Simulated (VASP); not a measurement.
# InP (Fm-3m) in VASP: further runs

The runs below take InP through single point, with PBEsol.

Everything below comes from runs of VASP 6.6.1. Logs are shortened: lines on timing, memory, paths and dates and some standing lists are left out, and cuts for length are marked.

## (1) The structure

Symmetry: Fm-3m, No. 225, cubic system. The conventional cell has a = 5.538 Å, b = 5.538 Å, c = 5.538 Å, α = 90.00°, β = 90.00°, γ = 90.00°. In (site symmetry m-3m) is surrounded by 6 P at 2.77 Å. P (site symmetry m-3m) is surrounded by 6 In at 2.77 Å.

Measurements of this composition are mostly on another form, of space group No. 216.

## (2) Single point, PBEsol

INCAR

```
SYSTEM = InP
  PREC = Accurate
  ENCUT = 300
  EDIFF = 1E-6
  ISMEAR = 0
  SIGMA = 0.05
  LREAL = .False.
  LASPH = .True.
  NELM = 100
  ALGO = Normal
  ISIF = 2
  LWAVE = .False.
  LCHARG = .False.
  GGA = PS
  ADDGRID = .False.
```

KPOINTS

```
regular mesh
0
Gamma
  5 5 5
  0 0 0
```

POSCAR

```
InP
1.0
    0.0000000000      2.7688340000      2.7688340000
    2.7688340000      0.0000000000      2.7688340000
    2.7688340000      2.7688340000      0.0000000000
In P
1 1
Direct
    0.0000000000      0.0000000000      0.0000000000
    0.5000000000      0.5000000000      0.5000000000
```

Potentials or basis: VASP PAW PBE potentials, release 64 (In_d, P).

On the command line:

```console
$ cat potpaw_PBE.64/In_d/POTCAR potpaw_PBE.64/P/POTCAR > POTCAR
$ mpirun -np 1 vasp_std > vasp.out
```

OUTCAR:

```text
SYSTEM = InP
   PREC = Accurate
   ENCUT = 300
   EDIFF = 1E-6
   ISMEAR = 0
   LREAL = .False.
   LASPH = .True.
   NELM = 100
   ISIF = 2
   GGA = PS

 Found     10 irreducible k-points:

 Following reciprocal coordinates:
            Coordinates               Weight
  0.000000  0.000000  0.000000      1.000000
  0.200000  0.000000  0.000000      8.000000
  0.400000  0.000000  0.000000      8.000000
  0.200000  0.200000  0.000000      6.000000
  0.400000  0.200000  0.000000     24.000000
 -0.400000  0.200000  0.000000     24.000000
   k-points           NKPTS =     10   k-points in BZ     NKDIM =     10   number of bands    NBANDS=     13
   number of dos      NEDOS =    301   number of ions     NIONS =      2
   total plane-waves  NPLWV =  13824
   dimension x,y,z NGX =    24 NGY =   24 NGZ =   24
   dimension x,y,z NGXF=    48 NGYF=   48 NGZF=   48
   ions per type =               1   1
   NGX,Y,Z   is equivalent  to a cutoff of  10.19, 10.19, 10.19 a.u.
   NGXF,Y,Z  is equivalent  to a cutoff of  20.38, 20.38, 20.38 a.u.
 SYSTEM =  InP
   PREC   = accura    normal or accurate (medium, high low for compatibility)
   ISTART =      0    job   : 0-new  1-cont  2-samecut
   ICHARG =      2    charge: 1-file 2-atom 10-const
   ISPIN  =      1    spin polarized calculation?
   LNONCOLLINEAR =      F non collinear calculations
   LSORBIT =      F    spin-orbit coupling
   LASPH  =      T    aspherical Exc in radial PAW
   ENCUT  =  300.0 eV  22.05 Ry    4.70 a.u.   5.53  5.53  5.53*2*pi/ulx,y,z
   NELM   =    100;   NELMIN=  2; NELMDL= -5     # of ELM steps
   EDIFF  = 0.1E-05   stopping-criterion for ELM
   LREAL  =      F    real-space projection
   EDIFFG = 0.1E-04   stopping-criterion for IOM
   NSW    =      0    number of steps for IOM
   IBRION =     -1    ionic relax: 0-MD 1-quasi-New 2-CG
   NFREE  =      0    steps in history (QN), initial steepest desc. (CG)
   ISIF   =      2    stress and relaxation
   ISYM   =      2    0-nonsym 1-usesym 2-fastsym
   POTIM  = 0.5000    time-step for ionic-motion
   TEBEG  =    0.0;   TEEND  =   0.0 temperature during run
   PSTRESS=    0.0 pullay stress
   NELECT =      18.0000    total number of electrons
   NUPDOWN=      -1.0000    fix difference up-down
   EMIN   =  10.00;   EMAX   =-10.00  energy-range for DOS
   EFERMI =   0.00;   METHOD = LEGACY
   ISMEAR =     0;   SIGMA  =   0.05  broadening in eV -4-tet -1-fermi 0-gaus
   EFERMI_NEDOS =   21; number of points for ismear=-14 and -15
   IALGO  =     38    algorithm
   IMIX   =      4    mixing-type and parameters
     AMIX     =   0.40;   BMIX     =  1.00
     AMIX_MAG =   1.60;   BMIX_MAG =  1.00
  volume/ion in A,a.u.               =      21.23       143.25
  Fermi-wavevector in a.u.,A,eV,Ry     =   1.229869  2.324115 20.579860  1.512577
  Thomas-Fermi vector in A             =   2.364739
   LORBIT       =      0    0 simple, 1 ext, 2 COOP (PROOUT), +10 PAW based schemes
   GGA     = PS    functional components
   LHFCALC =     F    Hartree Fock is set to
   AEXX    =    0.0000 exact exchange contribution
   IVDW    =     0    specifies the selected vdW correction
   LEPSILON=     F    determine dielectric tensor
   LRPA    =     F    only Hartree local field effects (RPA)
 non-spin polarized calculation
 Gauss-broadening in eV      SIGMA  =   0.05
  energy-cutoff  :      300.00
  volume of cell :       42.45
 maximum number of plane-waves:       531
 NGX is ok and might be reduce to    24
   NGX = 11   NGY = 11   NGZ = 11

 number of electron      18.0000011 magnetization

 Free energy of the ion-electron system (eV)
  ---------------------------------------------------
  ext. energy  EPLUGINS =         0.00000000
  ---------------------------------------------------
  free energy    TOTEN  =        -8.75206984 eV

  energy without entropy =       -8.74863776  energy(sigma->0) =       -8.75035380

 E-fermi :   7.0398     XC(G=0): -10.5496

 val. band max:        7.0285103374   @ k =   0.4000   0.0000   0.0000
 cond. band min:       7.2348589742   @ k =  -0.2000   0.2000   0.0000
 fundamental gap:      0.2063486368
 Fermi energy:         7.0397759332

 k-point     1 :       0.0000    0.0000    0.0000
  band No.  band energies     occupation
      1      -7.1876      2.00000
      2      -7.1876      2.00000
      3      -7.1668      2.00000
      4      -7.1668      2.00000
      5      -7.1668      2.00000
      6      -5.0939      2.00000
      7       6.6656      2.00000
      8       6.6656      2.00000
      9       6.6656      2.00000
     10       7.4044      0.00000
     11      13.9999      0.00000
     12      13.9999      0.00000
     13      13.9999      0.00000

 k-point     2 :       0.2000    0.0000    0.0000
  band No.  band energies     occupation
      1      -7.2077      2.00000
      2      -7.2077      2.00000
      3      -7.1686      2.00000
      4      -7.1390      2.00000
      5      -7.1390      2.00000
      6      -4.5994      2.00000
      7       3.6955      2.00000
      8       6.7553      2.00000
      9       6.7553      2.00000
     10       9.4539      0.00000
     11      12.4821      0.00000
     12      12.5301      0.00000
     13      12.5301      0.00000
[... 33 lines left out ...]
 k-point     5 :       0.4000    0.2000    0.0000
  band No.  band energies     occupation
      1      -7.3344      2.00000
      2      -7.1907      2.00000
      3      -7.1827      2.00000
      4      -7.1056      2.00000
      5      -7.0820      2.00000
      6      -3.3004      2.00000
      7       1.9846      2.00000
      8       5.4237      2.00000
      9       5.6248      2.00000
     10       7.8322      0.00000
     11      11.8222      0.00000
     12      13.2066      0.00000
     13      13.2363      0.00000

 k-point     6 :      -0.4000    0.2000    0.0000
  band No.  band energies     occupation
      1      -7.3185      2.00000
      2      -7.2234      2.00000
      3      -7.1555      2.00000
      4      -7.1103      2.00000
      5      -7.0820      2.00000
      6      -2.5937      2.00000
      7       0.7777      2.00000
      8       4.4611      2.00000
      9       6.3127      2.00000
     10       8.5036      0.00000
     11      11.6582      0.00000
     12      11.6883      0.00000
     13      14.3236      0.00000

 [... further k-points ...]

------------------------ aborting loop because EDIFF is reached ----------------------------------------

  FORCE on cell =-STRESS in cart. coord.  units (eV):
  Direction    XX          YY          ZZ          XY          YZ          ZX
  --------------------------------------------------------------------------------------
  -------------------------------------------------------------------------------------
  Total       -0.9434619     -0.9434619     -0.9434619      0.0000000      0.0000000      0.0000000
  in kB      -35.6052613    -35.6052613    -35.6052613      0.0000000      0.0000000      0.0000000
  external PRESSURE =     -35.6052613 kB  Pullay stress =       0.0000000 kB

 VOLUME and BASIS-vectors are now :
 -----------------------------------------------------------------------------
  energy-cutoff  :      300.00
  volume of cell :       42.45
      direct lattice vectors                 reciprocal lattice vectors
     0.000000000  2.768834000  2.768834000    -0.180581429  0.180581429  0.180581429
     2.768834000  0.000000000  2.768834000     0.180581429 -0.180581429  0.180581429
     2.768834000  2.768834000  0.000000000     0.180581429  0.180581429 -0.180581429

 POSITION                                       TOTAL-FORCE (eV/Angst)
 -----------------------------------------------------------------------------------
      0.00000      0.00000      0.00000         0.000000      0.000000      0.000000
      2.76883      2.76883      2.76883        -0.000000     -0.000000     -0.000000
 -----------------------------------------------------------------------------------
    total drift:                                0.000000     -0.000000     -0.000000

  FREE ENERGIE OF THE ION-ELECTRON SYSTEM (eV)
  ---------------------------------------------------
  free  energy   TOTEN  =        -8.7520698437 eV

  energy  without entropy=       -8.7486377595  energy(sigma->0) =       -8.75035380
```

It took 1.9 s on 1 thread of Intel Xeon 6975P-C (Granite Rapids), shared host; peak memory 0.13 GiB.

These settings aren't checked as converged: the numbers below hold their error.

Results:

| Property | Result |
| --- | --- |
| Free energy | -8.7521 eV |
| Pressure | -3.6 GPa |
| Band gap on the k mesh | none (metal or under the smearing width) |

Caveat: the k mesh is coarse (spacing up to 0.39 Å⁻¹), so the values aren't converged; the cutoff is under 1.25 times the usual one of these potentials, so pressure, stress and relaxed cells hold a basis-set (Pulay) error; the PAW data sets were made with another functional, which shifts forces and pressure a little.

## (3) Single point, PBEsol

Edit INCAR of step 2 so:

```diff
@@ -2,3 +2,3 @@
   PREC = Accurate
-  ENCUT = 300
+  ENCUT = 500
   EDIFF = 1E-6
```

KPOINTS

```
regular mesh
0
Gamma
  4 4 4
  0 0 0
```

POSCAR is that of step 2.

Potentials or basis: VASP PAW PBE potentials, release 64 (In_d, P).

On the command line:

```console
$ cat potpaw_PBE.64/In_d/POTCAR potpaw_PBE.64/P/POTCAR > POTCAR
$ mpirun -np 1 vasp_std > vasp.out
```

Wall time 3.2 s (1 thread of Intel Xeon 6975P-C (Granite Rapids), shared host); peak memory 0.16 GiB.

The run converged, but some of its settings lie outside the range that counts as converged, so its numbers aren't taken as properties of the crystal.

What came out:

- Free energy: -8.4944 eV
- Pressure: -3.2 GPa
- Band gap on the k mesh: none (metal or under the smearing width)

Caveat: the k mesh is coarse (spacing up to 0.49 Å⁻¹), so the values aren't converged; the PAW data sets were made with another functional, which shifts forces and pressure a little.

## (4) The reference run

An earlier run on the cell as given: functional PBE; potentials or basis VASP PAW PBE potentials, release 64 (In_d, P); cutoff 520 eV; k mesh 8 × 8 × 8; occupations fermi-dirac, width 0.05 eV; no spin polarisation.

- Pressure: -0.1 GPa
- Band gap on the k mesh: none (metal or under the smearing width)
